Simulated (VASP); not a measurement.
# KF (Carobbiite) (Fm-3m) in VASP: a series of runs, part 2 of 2

VASP 6.6.1. The steps go on from the part before.

**4. Relaxation of the atoms, PBE (a relaxed cell with its volume scaled by 0.94)**

Input file INCAR:

```
SYSTEM = KF
ALGO = Normal
EDIFF = 1E-7
EDIFFG = -0.01
ENCUT = 300
GGA = PE
IBRION = 2
ISIF = 2
ISMEAR = 0
LASPH = .True.
LCHARG = .False.
LREAL = .False.
LWAVE = .False.
NELM = 80
NSW = 40
PREC = Accurate
SIGMA = 0.03
```

Input file KPOINTS:

```
k-points
0
Gamma
  5 5 5
  0 0 0
```

Input file POSCAR:

```
KF                                      
1.0
    0.0000000000      2.6127881120      2.6127881120
    2.6127881120      0.0000000000      2.6127881120
    2.6127881120      2.6127881120     -0.0000000000
  K               F             
     1     1
Direct
     0.0000000000000000    0.0000000000000000    1.0000000000000000
     0.5000000000000000    0.5000000000000000    0.5000000000000000
```

Potentials or basis: VASP PAW PBE potentials, release 64 (K_sv, F_s).

The run is started by

```
$ cat potpaw_PBE.64/K_sv/POTCAR potpaw_PBE.64/F_s/POTCAR > POTCAR
$ mpirun -np 1 vasp_std > vasp.out
```

OUTCAR:

```text
SYSTEM = KF
   EDIFF = 1E-7
   EDIFFG = -0.01
   ENCUT = 300
   GGA = PE
   IBRION = 2
   ISIF = 2
   ISMEAR = 0
   LASPH = .True.
   LREAL = .False.
   NELM = 80
   NSW = 40
   PREC = Accurate

 ion  position               nearest neighbor table
   1  0.000  0.000  0.000-   2 2.61   2 2.61   2 2.61   2 2.61   2 2.61   2 2.61
   2  0.500  0.500  0.500-   1 2.61   1 2.61   1 2.61   1 2.61   1 2.61   1 2.61

  LATTYP: Found a face centered cubic cell.
 ALAT       =     5.2255762240

  Lattice vectors:

 A1 = (   0.0000000000,   2.6127881120,   2.6127881120)
 A2 = (   2.6127881120,   0.0000000000,   2.6127881120)
 A3 = (   2.6127881120,   2.6127881120,   0.0000000000)

Analysis of symmetry for initial positions (statically):
=====================================================================
 Subroutine PRICEL returns:
 Original cell was already a primitive cell.

 Routine SETGRP: Setting up the symmetry group for a
 face centered cubic supercell.

 Subroutine GETGRP returns: Found 48 space group operations
 (whereof 48 operations were pure point group operations)
 out of a pool of 48 trial point group operations.

The static configuration has the point symmetry O_h .

Analysis of symmetry for dynamics (positions and initial velocities):
=====================================================================
 Subroutine PRICEL returns:
 Original cell was already a primitive cell.

 Routine SETGRP: Setting up the symmetry group for a
 face centered cubic supercell.

 Subroutine GETGRP returns: Found 48 space group operations
 (whereof 48 operations were pure point group operations)
 out of a pool of 48 trial point group operations.

The dynamic configuration has the point symmetry O_h .

 Subroutine INISYM returns: Found 48 space group operations
 (whereof 48 operations are pure point group operations),
 and found     1 'primitive' translations

----------------------------------------------------------------------------------------

[... 108 lines left out ...]
 conjugate gradient relaxation of ions
 non-spin polarized calculation
 Gauss-broadening in eV      SIGMA  =   0.03
  energy-cutoff  :      300.00
  volume of cell :       35.67
 maximum number of plane-waves:       432
 NGX is ok and might be reduce to    24
   NGX = 11   NGY = 11   NGZ = 11

 number of electron      15.9999992 magnetization

 Free energy of the ion-electron system (eV)
  ---------------------------------------------------
  ext. energy  EPLUGINS =         0.00000000
  ---------------------------------------------------
  free energy    TOTEN  =        -8.24282452 eV

  energy without entropy =       -8.24282452  energy(sigma->0) =       -8.24282452

 E-fermi :  -2.2898     XC(G=0):  -8.7157

 val. band max:       -2.4938350226   @ k =   0.0000   0.0000   0.0000
 cond. band min:       4.0441828183   @ k =   0.0000   0.0000   0.0000
 fundamental gap:      6.5380178410
 Fermi energy:        -2.2897591028

 k-point     1 :       0.0000    0.0000    0.0000
  band No.  band energies     occupation
      1     -28.4536      2.00000
      2     -21.1702      2.00000
      3     -11.6457      2.00000
      4     -11.6457      2.00000
      5     -11.6457      2.00000
      6      -2.4939      2.00000
      7      -2.4938      2.00000
      8      -2.4938      2.00000
      9       4.0442      0.00000
     10       8.3735      0.00000
     11       8.3735      0.00000
     12       8.3735      0.00000
[... 121 lines left out ...]
 k-point    10 :      -0.4000    0.4000    0.2000
  band No.  band energies     occupation
      1     -28.3013      2.00000
      2     -21.2492      2.00000
      3     -12.0991      2.00000
      4     -12.0271      2.00000
      5     -11.7469      2.00000
      6      -2.9644      2.00000
      7      -2.7515      2.00000
      8      -2.6142      2.00000
      9       7.0260      0.00000
     10       7.7782      0.00000
     11       9.2376      0.00000
     12      11.4230      0.00000

------------------------ aborting loop because EDIFF is reached ----------------------------------------

  FORCE on cell =-STRESS in cart. coord.  units (eV):
  Direction    XX          YY          ZZ          XY          YZ          ZX
  --------------------------------------------------------------------------------------
  -------------------------------------------------------------------------------------
  Total        0.5433738      0.5433738      0.5433738      0.0000000      0.0000000      0.0000000
  in kB       24.4043197     24.4043197     24.4043197      0.0000000      0.0000000      0.0000000
  external PRESSURE =      24.4043197 kB  Pullay stress =       0.0000000 kB

 VOLUME and BASIS-vectors are now :
 -----------------------------------------------------------------------------
  energy-cutoff  :      300.00
  volume of cell :       35.67
      direct lattice vectors                 reciprocal lattice vectors
     0.000000000  2.612788112  2.612788112    -0.191366456  0.191366456  0.191366456
     2.612788112  0.000000000  2.612788112     0.191366456 -0.191366456  0.191366456
     2.612788112  2.612788112  0.000000000     0.191366456  0.191366456 -0.191366456

 POSITION                                       TOTAL-FORCE (eV/Angst)
 -----------------------------------------------------------------------------------
      0.00000      0.00000      0.00000        -0.000000     -0.000000     -0.000000
      2.61279      2.61279      2.61279         0.000000      0.000000      0.000000
 -----------------------------------------------------------------------------------
    total drift:                                0.000000     -0.000000      0.000000

  FREE ENERGIE OF THE ION-ELECTRON SYSTEM (eV)
  ---------------------------------------------------
  free  energy   TOTEN  =        -8.2428245228 eV

  energy  without entropy=       -8.2428245228  energy(sigma->0) =       -8.24282452

 reached required accuracy - stopping structural energy minimisation
```

It took 4.3 s on 1 thread of AMD EPYC 7R13 (Zen 3), shared host; peak memory 0.1 GiB.

What came out:

| Item | Value |
| --- | --- |
| Free energy | -8.2428 eV |
| Band gap on the k mesh | 6.54 eV, direct |

Final structure:
```yaml
crystal:
  lattice:
    - [0.00000, 2.61279, 2.61279]
    - [2.61279, 0.00000, 2.61279]
    - [2.61279, 2.61279, 0.00000]
  atoms:
    - { symbol: K, position: [0.00000, 0.00000, 0.00000] }
    - { symbol: F, position: [0.50000, 0.50000, 0.50000] }
```

Caveat: the cutoff is under 1.25 times the usual one of these potentials, so pressure, stress and relaxed cells hold a basis-set (Pulay) error; the relaxation stopped at its first step, so nothing moved.

**5. Relaxation of the atoms, PBE (a relaxed cell with its volume scaled by 0.96)**

INCAR is that of step 4.

KPOINTS is that of step 4.

Input file POSCAR:

```
KF                                      
1.0
    0.0000000000      2.6311886346      2.6311886346
    2.6311886346      0.0000000000      2.6311886346
    2.6311886346      2.6311886346     -0.0000000000
  K               F             
     1     1
Direct
     0.0000000000000000    0.0000000000000000    1.0000000000000000
     0.5000000000000000    0.5000000000000000    0.5000000000000000
```

The run is started by

```
$ cat potpaw_PBE.64/K_sv/POTCAR potpaw_PBE.64/F_s/POTCAR > POTCAR
$ mpirun -np 1 vasp_std > vasp.out
```

It took 4.9 s on 1 thread of AMD EPYC 7R13 (Zen 3), shared host; peak memory 0.1 GiB.

It converged, with:

```yaml
Free_energy: -8.2656 eV
Band_gap_on_the_k_mesh: 6.42 eV, direct
```

Final structure:
```yaml
crystal:
  lattice:
    - [0.00000, 2.63119, 2.63119]
    - [2.63119, 0.00000, 2.63119]
    - [2.63119, 2.63119, 0.00000]
  atoms:
    - { symbol: K, position: [0.00000, 0.00000, 0.00000] }
    - { symbol: F, position: [0.50000, 0.50000, 0.50000] }
```

Levels at points of the mesh, in eV from the valence-band top:
```tsv
k point	band 5	band 6	band 7	band 8	band 9	band 10	band 11	band 12
(0.00, 0.00, 0.00)	-9.23	0.00	0.00	0.00	6.42	10.81	10.81	10.81
```

Caveat: the cutoff is under 1.25 times the usual one of these potentials, so pressure, stress and relaxed cells hold a basis-set (Pulay) error; the relaxation stopped at its first step, so nothing moved.
